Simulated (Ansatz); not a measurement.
# Sn (P-1) in Ansatz: phonons with LDA

Aim: the phonons of Sn with LDA.

Program: Ansatz 0.2.0. These are calculated values, not measurements. Logs are shortened: lines on timing, memory, paths and dates and some standing lists are left out, and cuts for length are marked.

**1. The cell of the first run**

The typed cell holds 1 atom: a = 3.269 Å, b = 3.303 Å, c = 3.287 Å, α = 110.00°, β = 108.91°, γ = 109.87°.

This isn't the form of Sn at room conditions, which is tetragonal (white tin).

**2. Phonons, LDA (cell sheared at random, sigma 0.01, atoms nudged by 0.01 Å)**

input.yaml reads:

```yaml
crystal:
  lattice:
    - [-1.89113827, 1.89779276, 1.87320021]
    - [1.8971113, -1.92153722, 1.90291771]
    - [1.88324499, 1.91364394, -1.89694467]
  atoms:
    - { symbol: Sn, position: [0.0, 0.0, 0.0] }
hamiltonian:
  xc: lda
  pseudopotentials: { kind: paw }
kpoints:
  mp_grid: { grid: [7, 7, 7] }
scf:
  occupations: { method: fermi_dirac, width: 0.05 }
phonons:
  method: dfpt
```

Potentials or basis: Ansatz PAW.

Run with:

```sh
$ ansatz run input.yaml --threads 2 --pin off --max-ram 5632MiB --backend cpu --events-out ev --progress --plain --runs-dir out
```

What it wrote:

```text
Warning: RAYON_NUM_THREADS=2 ignored (pool sized by the plan → 2); use --threads N
Engine: ansatz 0.2.0, x86_64-unknown-linux-gnu
Pseudopotentials: kind: paw
Pseudopotential: Sn, paw, valence charge 14, recommended cutoff 420 eV (normal), Sn.paw.azcp
Functional definition: SPW92
  exchange = slater_x
  correlation = pw_c
Crystal: 1 atoms, lattice volume = 27.203 Å³
Basis set: ecut = 420 eV, 543 PW (Γ), exchange–correlation on 48×48×48 points (8 copies of the dense FFT grid, shifted against one another)
Bands: 11, of which v1, the nominal top of the filled ones, is band 7 counted from 1 (6 counted from 0)
Symmetry: 2 space group operations
k-points: 172 of 343 (irreducible under 1 space group operation, time reversal used)
Non-local potential: Sn, projectors of the file, l = 0: 2, l = 1: 2, l = 2: 2, l = 3: 2
PAW form: soft (Blöchl's): semilocal exchange-correlation on the pseudo side does not see the compensation charge
PAW frozen core: Sn, regenerated for the run's functional, and the local potential with it (the file was generated under x = pbe(κ = 0.804, μ = 0.2195149727645171), c = pbe(β = 0.06672455060314922))
PAW one-centre angular grid: Sn, 590 points (default); XC on 64 Gauss nodes
Initial density: superposition of atomic densities (neutral atoms: chi_scale 0, normalization atom), corrected by the library's trained network
Initial wavefunctions: pseudopotential atomic-orbital guess
Functional: x = slater, c = lda
SCF iter   1: F=—  HF=-5879.503384 eV  |F-HF|=—  |Δ(HF+E_count)|=         —  Δρ=6.99e-3  dr2=6.09e-3  ethr=1.77e-3  ⟨swp⟩=5.8  Hψ=11109  notcnv=0
preconditioner: auto → Kerker (q_TF=auto, 2.442 Å⁻¹)  [metal: Δε(μ)=0.059 eV  Ē_g=23.133 eV  σ=0.050 eV  W_gap=0.29  n_scr=12 (ndim 8)  ℏωp=26.6 eV  f_vac=0.000  D(μ)=0.76/eV (n_scr^D=0)]
SCF iter   2: F=—  HF=-5879.500635 eV  |F-HF|=—  |Δ(HF+E_count)|=   2.75e-3  Δρ=3.72e-3  dr2=1.86e-3  ethr=4.35e-5  ⟨swp⟩=1.8  Hψ=3719  notcnv=0
SCF iter   3: F=—  HF=-5879.500018 eV  |F-HF|=—  |Δ(HF+E_count)|=   6.17e-4  Δρ=5.43e-4  dr2=1.19e-4  ethr=1.33e-5  ⟨swp⟩=2.1  Hψ=2684  notcnv=0
SCF iter   4: F=—  HF=-5879.500007 eV  |F-HF|=—  |Δ(HF+E_count)|=   1.12e-5  Δρ=4.65e-4  dr2=3.27e-5  ethr=8.47e-7  ⟨swp⟩=2.0  Hψ=3080  notcnv=0
SCF iter   5: F=—  HF=-5879.499970 eV  |F-HF|=—  |Δ(HF+E_count)|=   3.64e-5  Δρ=6.55e-5  dr2=6.79e-7  ethr=2.33e-7  ⟨swp⟩=2.0  Hψ=3073  notcnv=0
SCF iter   6: F=—  HF=-5879.499971 eV  |F-HF|=—  |Δ(HF+E_count)|=   4.61e-7  Δρ=1.59e-5  dr2=1.09e-7  ethr=4.85e-9  ⟨swp⟩=2.2  Hψ=2909  notcnv=0
SCF iter   7: F=—  HF=-5879.499971 eV  |F-HF|=—  |Δ(HF+E_count)|=   3.54e-8  Δρ=4.30e-6  dr2=7.24e-9  ethr=7.76e-10  ⟨swp⟩=2.0  Hψ=2834  notcnv=0
SCF iter   8: F=—  HF=-5879.499971 eV  |F-HF|=—  |Δ(HF+E_count)|=   3.09e-9  Δρ=4.34e-7  dr2=6.96e-11  ethr=5.17e-11  ⟨swp⟩=2.0  Hψ=2943  notcnv=0
SCF iter   9: F=-5879.499971 eV  HF=-5879.499971 eV  |F-HF|=1.82e-12  |Δ(HF+E_count)|=  2.00e-11  Δρ=2.47e-8  dr2=2.19e-13  ethr=1.00e-12  ⟨swp⟩=6.0  Hψ=7761  notcnv=0
SCF 1 converged in 9 iterations: F = -5879.499971 eV  dr2 = 2.19e-13
DFPT response loops at Γ: preconditioner auto → Kerker (q_TF=auto, 2.442 Å⁻¹) (partly filled bands, converged f_vac=0.000); β = 1.00, the filter's whole step (`scf.mixing.beta` (0.50) is not read by the response loops under this deck's `scf.mixing.preconditioner`; to damp them name `kerker` or `kerker_dos`, under which they read `scf.mixing.beta`, and type it under 1.00, their step now; both keys bind the ground state too); Broyden in place of MSR1
SCF converged after 9 iterations
Free energy (F): -5879.499971 eV
Harris-Foulkes:  -5879.499971 eV  (|F-HF|=1.82e-12)
Internal energy: -5879.493605 eV  (E = F + TS)
E sigma→0 (E₀):  -5879.496788 eV
Entropy (-TS):   -0.006366 eV (-6.366 meV/atom)
Fermi energy:    10.777184 eV
--- Per-component energies (eV) ---
  E_band       = -84.760885
  E_kinetic    = 187.146449
  E_local      = -829.458152  (includes V_loc(G=0)·N_el)
  E_nonlocal   = -28.399457
  E_hartree    = 518.583313
  E_xc         = -379.450368
  E_vxc        = -99.003007  (∫ρ·V_xc dr)
  E_paw        = -3993.057179  (= ΣΔE_a)
  E_vpaw       = -352.213326  (= ΣTr[D̂ρ^β])
  E_aug_tail   = -0.000000  (compensation charges beyond the density's cutoff)
  E_ewald      = -1355.283108
  E_core_change = 0.424898  (= ΣΔE_core)
  E_smearing   = -0.006366  (= −TS)
  E_closure    = 0.000000  (closes the sum)
  Σ components = -5879.499971   (vs F -5879.499971, Δ=0.00e0)
--- Band table (eV; the first three rows and the last of 172) ---
  k-point 0: bands = ["-10.9358", "-10.9320", "-10.9229", "-10.7909", "-10.7881", "-0.6072", "18.1727", "18.3431", "18.4263", "22.6160", "22.7439"]
  k-point 1: bands = ["-10.9376", "-10.9178", "-10.8893", "-10.8003", "-10.7901", "-0.1632", "15.3679", "16.9862", "17.7990", "20.5296", "21.0128"]
  k-point 2: bands = ["-10.9561", "-10.9029", "-10.8110", "-10.7960", "-10.7916", "1.1665", "10.8886", "15.2001", "16.7584", "19.1882", "19.6932"]
  k-point 171: bands = ["-10.9301", "-10.9259", "-10.8011", "-10.7997", "-10.7681", "2.0568", "10.4090", "12.8268", "12.9545", "23.2138", "23.4279"]
--- Phonons (Γ-DFPT): 3 representative perturbations + reference, on 172 of 343 k-points (Σ response iterations 6) ---
  k mesh reduced under 1 symmetry operation, with k and −k counted as one. Each operation leaves every solved perturbation unchanged. A smaller set is not used because it would not reduce the number of displacements times k-points to solve
  ASR residual: 6.569e-5 → 0.000e0 eV/Å²; symmetrization residual: 2.922e-6 eV/Å²
  ASR residual per site (eV/Å²): 6.57e-5
  Γ frequencies (cm⁻¹): 0.00 0.00 0.00
  non-analytic LO–TO correction: not included (Born effective charges unavailable; polar crystals: no LO–TO splitting at Γ)
```

Wall time 11 s (2 threads of Intel Xeon at 2.70GHz, shared host); peak memory 0.46 GiB.

Results:

- Free energy: -5879.5000 eV
- Band gap on the k mesh: none (metal or under the smearing width)

Caveat: the PAW data sets come from PBE, with cores solved anew for the run's functional, which leaves a small shift of forces and pressure.
